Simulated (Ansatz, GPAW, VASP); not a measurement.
## One calculation of C, 3 ways

```
CELL_PARAMETERS angstrom
0.00000 1.78337 1.78337
1.78337 0.00000 1.78337
1.78337 1.78337 0.00000
ATOMIC_POSITIONS crystal
C 0.75000 0.75000 0.75000
C 0.50000 0.50000 0.50000
```

Alike in all runs: task single point; functional PBEsol; k mesh 13 × 13 × 13; occupations gaussian, width 0.05 eV; no spin polarisation; no spin-orbit coupling. Pressure is positive in compression and, in plane waves, holds the error of the finite cutoff.

| program and potentials | plane-wave cutoff (eV) | notes | pressure (GPa) |
| --- | --- | --- | --- |
| Ansatz, all-electron LAPW, scalar-relativistic | - | - | -4.78 |
| GPAW, PAW data sets generated for this functional | 800 | - | -5.16 |
| VASP, PBE PAW files C, release 54, 520 eV | 520 | potentials made for PBE | -3.75 |

The pressure spans -5.16 (GPAW, PAW data sets generated for this functional) to -3.75 GPa (VASP, PBE PAW files C, release 54, 520 eV), with all-electron results at -4.78.

Differences between rows come from potentials, basis sets and numerical settings, since the functional is the same but for its coding. Runs on potential files found faulty are left out.

All three calculations put this diamond cell under tension, so static PBEsol favours a somewhat smaller volume. The pressures of several gigapascals don't imply a large error in the lattice constant. Each carbon atom is held by four short, strongly directional sp³ bonds, and the resulting network resists volume change so strongly that a slight stretch produces a considerable restoring stress. Zero-point motion, which is substantial for so light an atom in so stiff a lattice, would add an outward push and offset part of this tension.

The sign of the pressure is therefore secure, but its size is less so. The VASP value of -3.75 GPa is less negative than the all-electron -4.78 GPa, whereas an incomplete plane-wave basis normally makes the pressure too negative, which suggests that the potential, more than the cutoff, is behind the difference. For the equilibrium lattice const, the spread matters little in so stiff a crystal, though a single volume gives neither that constant nor the bulk modulus.
